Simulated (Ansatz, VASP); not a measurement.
## Two plane-wave programs on GaN

```
Ga N
1.0
     0.00000    2.25897    2.25897
     2.25897    0.00000    2.25897
     2.25897    2.25897    0.00000
Ga N
1 1
Direct
  0.00000 0.00000 0.00000
  0.75000 0.75000 0.75000
```

Alike in both runs: task single point; functional PBE; k mesh 10 × 10 × 10; no spin polarisation.

|  | VASP | Ansatz |
| --- | --- | --- |
| version | VASP 6.6.1 | Ansatz 0.2.0 |
| potentials or method | VASP PAW PBE potentials, release 64 (Ga_d, N) | scalar-relativistic, plane waves, PAW |
| plane-wave cutoff (eV) | 520 | 420 |
| occupations | gaussian, width 0.01 eV | fixed |
| valence electrons in the cell | 18 | 18 |

|  | VASP | Ansatz | Ansatz less VASP |
| --- | --- | --- | --- |
| gap on the k mesh at the Fermi level (eV) | 1.68 | 1.67 | -0.007 |
| least direct gap on the mesh (eV) | 1.68 | 1.67 | -0.007 |
| pressure (GPa) | 3.7 | 3.6 | -0.08 |

Expect the measured gap to be larger: semilocal functionals such as PBE lack the derivative discontinuity.
